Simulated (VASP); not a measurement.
# Te: molecular dynamics with a thermostat

Te, P2_12_12 (no. 18), 8 atoms in the cell. PBE, molecular dynamics; PAW potentials Te (PBE set).

Ensemble: Nose-Hoover; Target temperature (K): 1000.

## Input

INCAR:
```
SYSTEM = Te
GGA = PE
PREC = Normal
ENCUT = 200
EDIFF = 1E-6
NELMIN = 4
NELM = 60
ALGO = Fast
LREAL = Auto
LASPH = .TRUE.
ISMEAR = -1
SIGMA = 0.05
ISYM = 0
LWAVE = .FALSE.
LCHARG = .FALSE.
IBRION = 0
NSW = 60
POTIM = 4.0
TEBEG = 1000
ISIF = 2
RANDOM_SEED = 673008 0 0
MDALGO = 2
SMASS = 0
KPAR = 2
```

KPOINTS:
```
k-points
0
Monkhorst-Pack
  2 2 2
```

POSCAR:
```
Te
1.0
    5.4710358333      0.0000000000      0.0000000000
    0.0000000000      8.3693398200      0.0000000000
    0.0000000000      0.0000000000      6.1606361190
Te
8
Direct
    0.3107647500      0.3930730700      0.3819416200
    0.3107647500      0.3930730700      0.8819416200
    0.1892352500      0.8930730700      0.1180583800
    0.1892352500      0.8930730700      0.6180583800
    0.6892352500      0.6069269300      0.3819416200
    0.6892352500      0.6069269300      0.8819416200
    0.8107647500      0.1069269300      0.1180583800
    0.8107647500      0.1069269300      0.6180583800
```

Commands:
```
cat potpaw_PBE.64/Te/POTCAR > POTCAR
mpirun -np 2 vasp_std > vasp.out
```

## Result

- Mean temperature (K): 1048
- Spread of the conserved energy (meV/atom): 1.25
- Rise of the mean potential energy above the start (meV/atom): -8.1
- Electronic steps per ionic step after the first: 5.4

Course of the run:

| Time (fs) | Temperature (K) | Potential energy less the first (meV/atom) | Conserved energy less the first (meV/atom) |
|---|---|---|---|
| 4 | 990 | 0.0 | 0.00 |
| 24 | 923 | 10.4 | 1.18 |
| 40 | 1116 | -7.2 | 1.13 |
| 60 | 1385 | -43.0 | 0.94 |
| 76 | 1238 | -53.2 | 1.08 |
| 96 | 827 | -45.6 | 1.14 |
| 112 | 596 | -36.1 | 1.10 |
| 132 | 486 | -25.9 | 1.06 |
| 148 | 520 | -18.8 | 1.08 |
| 168 | 745 | -9.1 | 1.19 |
| 184 | 1120 | 1.9 | 1.25 |
| 204 | 1679 | 25.1 | 1.00 |
| 220 | 1762 | 48.3 | 0.85 |
| 240 | 1331 | 65.5 | 1.08 |

REPORT:
```
MDALGO =   2
               SCALING =       0
                 CNEXP =     9.000   14.000
           RANDOM_SEED =            673008                0                0

   original number of atomic DOF:         21
   number of independent constraints:      0
   number of active DOF:                  21

========================================
         MD step No.       1
========================================

  Atomic velocities initialized by STEP_tb

  >Energies
                    E_tot             E_pot             E_kin               EPS                ES
   e_b>   -0.22450856E+02   -0.23346230E+02    0.89537379E+00    0.00000000E+00    0.00000000E+00

  >Temperature
               T_sim     T_inst
   tmprt>   1000.000    989.554

  >Thermostat:
           s(n+1) sdot(n+1)      s(n)   sdot(n)        Qs
   s_b>  -0.00013  -0.00025   0.00000   0.00000   0.75653

           RANDOM_SEED =            673008               48                0

[... steps left out ...]

========================================
         MD step No.      60
========================================

  >Energies
                    E_tot             E_pot             E_kin               EPS                ES
   e_b>   -0.22442237E+02   -0.22822405E+02    0.12047322E+01    0.85757445E-01   -0.91032203E+00

  >Temperature
               T_sim     T_inst
   tmprt>   1000.000   1331.453

  >Thermostat:
           s(n+1) sdot(n+1)      s(n)   sdot(n)        Qs
   s_b>  -0.46711   0.03766  -0.50304   0.03419   0.75653

           RANDOM_SEED =            673008               48                0
```

OSZICAR:
```
N       E                     dE             d eps       ncg     rms          rms(c)
DAV:   1     0.156838605874E+03    0.15684E+03   -0.10073E+04   232   0.614E+02
DAV:   2    -0.111648959456E+02   -0.16800E+03   -0.16354E+03   304   0.145E+02
DAV:   3    -0.233610005367E+02   -0.12196E+02   -0.11963E+02   252   0.437E+01
DAV:   4    -0.237764494377E+02   -0.41545E+00   -0.40979E+00   360   0.812E+00
DAV:   5    -0.237808541453E+02   -0.44047E-02   -0.44029E-02   276   0.847E-01    0.164E+01
RMM:   6    -0.234189836898E+02    0.36187E+00   -0.35508E-01   232   0.215E+00    0.103E+01
RMM:   7    -0.234001124832E+02    0.18871E-01   -0.68858E-01   232   0.320E+00    0.168E+00
RMM:   8    -0.237433493075E+02   -0.34324E+00   -0.46619E-01   232   0.254E+00    0.442E+00
RMM:   9    -0.233417331939E+02    0.40162E+00   -0.69310E-01   232   0.285E+00    0.746E-01
RMM:  10    -0.233453012901E+02   -0.35681E-02   -0.50211E-02   232   0.911E-01    0.429E-01
RMM:  11    -0.233459767403E+02   -0.67545E-03   -0.67983E-03   240   0.332E-01    0.396E-01
RMM:  12    -0.233463545704E+02   -0.37783E-03   -0.17510E-03   248   0.152E-01    0.403E-01
[... left out ...]
     59 T=  1435. E= -.22442428E+02 F= -.22836811E+02 E0= -.22817594E+02  EK= 0.12987E+01 SP= -.97E+00 SK= 0.64E-01
[... last step whole ...]
       N       E                     dE             d eps       ncg     rms          rms(c)
DAV:   1    -0.228223069973E+02    0.14504E-01   -0.19878E-03   432   0.216E+00    0.160E-02
RMM:   2    -0.228223858160E+02   -0.78819E-04   -0.78625E-04   232   0.987E-02    0.178E-02
RMM:   3    -0.228224005593E+02   -0.14743E-04   -0.14042E-04   255   0.403E-02    0.205E-02
RMM:   4    -0.228224044831E+02   -0.39238E-05   -0.38204E-05   247   0.179E-02    0.244E-02
RMM:   5    -0.228224046373E+02   -0.15425E-06   -0.51262E-06   161   0.698E-03
     60 T=  1331. E= -.22442237E+02 F= -.22822405E+02 E0= -.22802432E+02  EK= 0.12047E+01 SP= -.91E+00 SK= 0.86E-01
```

Limits: 240 fs of 8 atoms are too short for converged averages; the cell is only 5.5 Å across, so each atom moves in step with near copies of itself.

VASP 6.6.1 took 300 s on 2 cores (Intel Xeon Platinum 8488C (Sapphire Rapids)), a shared host.
